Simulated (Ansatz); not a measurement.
Task: an equation of state with a fit of TiPbO₃, space group Pm-3m, with the Ansatz DFT code, driven from Python. Give the script and its output. Settings (first run): PBE, PAW, cutoff 435 eV, 6×6×6 k-points, fixed occupations.

```
Ti Pb O
1.0
     3.96390    0.00000    0.00000
     0.00000    3.96390    0.00000
     0.00000    0.00000    3.96390
Ti Pb O
1 1 3
Direct
  0.50000 0.50000 0.50000
  0.00000 0.00000 0.00000
  0.00000 0.50000 0.50000
  0.50000 0.00000 0.50000
  0.50000 0.50000 0.00000
```

`eos_tipbo3.py`:
```python
"""Energy against volume for TiPbO3, with a fit."""

import argparse
import logging
import sys
import warnings

import ansatz as az
import numpy as np
from scipy.optimize import curve_fit

logging.basicConfig(stream=sys.stdout, format="[%(levelname)s] %(message)s")
log = logging.getLogger("run")
log.setLevel(logging.INFO)

parser = argparse.ArgumentParser(description="Energy against volume for TiPbO3, with a fit.")
parser.add_argument("--occupations", required=True, help="how the bands are filled")
parser.add_argument("--mesh", type=int, nargs=3, default=[6, 6, 6], help="k-point sampling")
args = parser.parse_args()

VECTORS = np.array([
    [3.9639, 0.0, 0.0],
    [0.0, 3.9639, 0.0],
    [0.0, 0.0, 3.9639],
])
SITES = [
    ("Ti", [0.5, 0.5, 0.5]),
    ("Pb", [0.0, 0.0, 0.0]),
    ("O", [0.0, 0.5, 0.5]),
    ("O", [0.5, 0.0, 0.5]),
    ("O", [0.5, 0.5, 0.0]),
]


def crystal_on(cell):
    crystal = az.Crystal(lattice=az.Lattice.of(cell))
    for symbol, position in SITES:
        crystal = crystal.atom(symbol, position)
    return crystal

def vinet(v, e0, v0, b0, b1):
    eta = (v / v0) ** (1 / 3)
    return e0 + 2 * b0 * v0 / (b1 - 1) ** 2 * (2 - (5 + 3 * b1 * (eta - 1) - 3 * eta) * np.exp(-1.5 * (b1 - 1) * (eta - 1)))

warnings.simplefilter("ignore", az.DeckWarning)

# scale the volume, keep shape and fractions
volumes, energies, pressures = [], [], []
for scale in np.linspace(0.92, 1.08, 7):
    cell = VECTORS * scale ** (1 / 3)
    base = (
        crystal_on(cell).calculation()
        .basis(16 * az.Ha)
        .occupations(args.occupations)
        .kpoints(*args.mesh)
        .stress()
    )
    report = base.run(threads=1).report
    volumes.append(abs(np.linalg.det(cell)) / len(SITES))
    energies.append(report["free_energy_ev"] / len(SITES))
    pressures.append(np.trace(report["stress_gpa"]) / 3)
    log.info(f"V = {volumes[-1]:8.4f} A^3/atom  F = {energies[-1]:.5f} eV/atom  P = {pressures[-1]:8.3f} GPa")

guess = (min(energies), volumes[int(np.argmin(energies))], 0.5, 4.5)
(e0, v0, b0, b1), _ = curve_fit(vinet, np.array(volumes), np.array(energies), p0=guess, maxfev=20000)
log.info(f"Vinet fit: V0 = {v0:.4f} A^3/atom, B0 = {160.21766 * b0:.1f} GPa, B1 = {b1:.2f}")
print("largest residual", round(1000 * float(np.abs(vinet(np.array(volumes), e0, v0, b0, b1) - energies).max()), 3), "meV/atom")
```

```console
$ python eos_tipbo3.py --occupations fixed
[INFO] V =  11.4600 A^3/atom  F = -3222.41661 eV/atom  P =   17.871 GPa
[INFO] V =  11.7922 A^3/atom  F = -3222.44655 eV/atom  P =   11.160 GPa
[INFO] V =  12.1244 A^3/atom  F = -3222.46352 eV/atom  P =    5.361 GPa
[INFO] V =  12.4566 A^3/atom  F = -3222.46934 eV/atom  P =    0.349 GPa
[INFO] V =  12.7887 A^3/atom  F = -3222.46531 eV/atom  P =   -3.981 GPa
[INFO] V =  13.1209 A^3/atom  F = -3222.45307 eV/atom  P =   -7.726 GPa
[INFO] V =  13.4531 A^3/atom  F = -3222.43363 eV/atom  P =  -10.958 GPa
[INFO] Vinet fit: V0 = 12.4796 A^3/atom, B0 = 173.3 GPa, B1 = 4.57
largest residual 0.06 meV/atom
```

A third-order Birch-Murnaghan fit through the 7 points (the script's own form differs a little) has its minimum at 12.48 Å³ an atom, 0.2 % above the typed cell, with a bulk modulus of 173 GPa and dB/dP = 4.6. From that minimum the energy rises by 52.7 meV an atom on the compressed side and 35.7 meV on the expanded side.

Caveats:
- Absolute energies stand on the zero of these potentials, so only differences at equal settings mean something.
- Spin is left out of this run.
- Of the deposited cell: it was measured well above room temperature.
- Pressure is positive in compression.
- Spin-orbit coupling, which matters for elements this heavy, is left out.
- No functional is typed, so the default, PBE, holds.
- The starting cell is as deposited in a crystallographic database; the results hold for this polymorph, which needn't be the stable one.
- Wall time of the script: 14 s on 1 thread of Intel(R) Xeon(R) Platinum 8259CL CPU @ 2.50GHz (Skylake/Cascade Lake) (shared host), peak memory 0.49 GiB.
